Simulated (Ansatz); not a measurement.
# Ga: the cost of one run

Computed with Ansatz 0.2.0 (DFT PBEsol, scalar-relativistic, plane waves, PAW, unless a step's input says otherwise).

1 further run of the same task is left out (set aside as unsound or not needed).

## 1. The structure to begin with

The structure is orthorhombic, space group Cmce (No. 64). The conventional cell has a = 4.511 Å, b = 7.645 Å, c = 4.517 Å, α = 90.00°, β = 90.00°, γ = 90.00°. Ga (site symmetry m) is surrounded by 7 Ga at 2.44 to 2.79 Å.

Structure file:

```cif
data_structure
_symmetry_space_group_name_H-M 'P 1'
_symmetry_Int_Tables_number 1
_cell_length_a 4.4382
_cell_length_b 4.4382
_cell_length_c 4.5167
_cell_angle_alpha 90.000
_cell_angle_beta 90.000
_cell_angle_gamma 118.916
_cell_volume 77.88
loop_
_atom_site_label
_atom_site_type_symbol
_atom_site_fract_x
_atom_site_fract_y
_atom_site_fract_z
_atom_site_occupancy
Ga1 Ga 0.15250 0.84750 0.07850 1
Ga2 Ga 0.65250 0.34750 0.42150 1
Ga3 Ga 0.84750 0.15250 0.92150 1
Ga4 Ga 0.34750 0.65250 0.57850 1
```

The structure comes from the Crystallography Open Database.

## 2. A change within a subgroup

The change: strain xx, yy, zz, yz, xz, xy = -1.5, +0.6, +2.3, +0.0, +0.0, -0.7 %; atoms moved by 0.25 Å root mean square, at most 0.30 Å.

Contents of input.yaml:

```yaml
crystal:
  lattice:
    - [2.245967005, -3.861067521, 0.0]
    - [2.195358429, 3.831206687, 0.0]
    - [0.0, 0.0, 4.620719601]
  atoms:
    - { symbol: Ga, position: [0.2177046788, 0.8816317341, 0.1153857274] }
    - { symbol: Ga, position: [0.6349812442, 0.3337185741, 0.3846142726] }
    - { symbol: Ga, position: [0.8650187558, 0.1662814259, 0.8846142726] }
    - { symbol: Ga, position: [0.2822953212, 0.6183682659, 0.6153857274] }
basis:
  ecutwfc: 420
kpoints:
  mp_grid: { grid: [10, 10, 8] }
hamiltonian:
  xc: pbesol
scf:
  occupations: { method: gaussian, width: 0.1 }
output:
  forces: true
  stress: true
  eigenvalues: true
```

The run is started by

```console
$ ansatz run input.yaml --threads 1 --pin off --max-ram 1331MiB --backend cpu --events-out ev --progress --plain --runs-dir out
```

Q: Estimate wall time and peak memory on 1 thread of an x86-64 CPU, shared host.

About 42 s, with a peak of 0.73 GiB.
